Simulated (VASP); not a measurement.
A calculation with VASP 6.6.1 of CuI (Marshite) (native input, structure from a POSCAR):

The input INCAR:

```
SYSTEM = CuI
PREC = Accurate
ENCUT = 520
EDIFF = 1E-7
ISMEAR = 0
SIGMA = 0.02
LREAL = .False.
LASPH = .True.
NELM = 100
ALGO = Fast
ISIF = 2
LWAVE = .False.
LCHARG = .False.
GGA = CA
```

KPOINTS

```
regular mesh
0
Gamma
  8 8 8
  0 0 0
```

POSCAR

```
CuI
4.2872
    0.000000000000      0.707104870312      0.707104870312
    0.707104870312      0.000000000000      0.707104870312
    0.707104870312      0.707104870312      0.000000000000
I Cu
1 1
Direct
    0.0000000000      0.0000000000      0.0000000000
    0.7500000000      0.7500000000      0.7500000000
```

Potentials or basis: VASP PAW LDA potentials, release 64 (I, Cu).

Command:

```bash
$ cat potpaw_LDA.64/I/POTCAR potpaw_LDA.64/Cu/POTCAR > POTCAR
$ mpirun -np 1 vasp_std > vasp.out
```

Task: Write the same calculation in another form: ASE script, structure typed inline.

Result: As run:

run.py

```python
from ase import Atoms
from ase.calculators.vasp import Vasp
from ase.dft.bandgap import bandgap

atoms = Atoms(
    ['I', 'Cu'],
    cell=[[0.0, 3.0315, 3.0315], [3.0315, 0.0, 3.0315], [3.0315, 3.0315, 0.0]],
    scaled_positions=[[0.0, 0.0, 0.0], [0.75, 0.75, 0.75]],
    pbc=True,
)
calc = Vasp(
    directory='calc',
    xc='lda',
    pp='LDA',
    setups='recommended',
    prec='Accurate',
    encut=520,
    ediff=1e-06,
    ismear=0,
    sigma=0.02,
    lreal=False,
    lasph=True,
    nelm=100,
    algo='Fast',
    isif=2,
    lwave=False,
    lcharg=False,
    kpts=[8, 8, 8],
    gamma=True,
)
atoms.calc = calc

print('energy (eV):', atoms.get_potential_energy())
print('free energy (eV):', atoms.get_potential_energy(force_consistent=True))
print('forces (eV/A):')
print(atoms.get_forces())
print('stress (eV/A^3, Voigt):', atoms.get_stress())
print('Fermi level (eV):', calc.get_fermi_level())
gap, top, bottom = bandgap(calc)
print('band gap (eV):', gap, 'from (spin, k, band)', top, 'to', bottom)
```

Potentials or basis: VASP PAW LDA potentials, release 64 (I, Cu).

Launch:

```console
$ python run.py
```

Both were run:

|  | native input, structure from a POSCAR | ASE script, structure typed inline |
| --- | --- | --- |
| Pressure | -4.4 GPa | -4.4 GPa |
| Band gap on the k mesh | 1.00 eV, direct | 1.00 eV, direct |

Keys that steer only the numerical path or the files written may differ.

Caveat: spin-orbit coupling is left out, which moves the levels of the heavy elements.
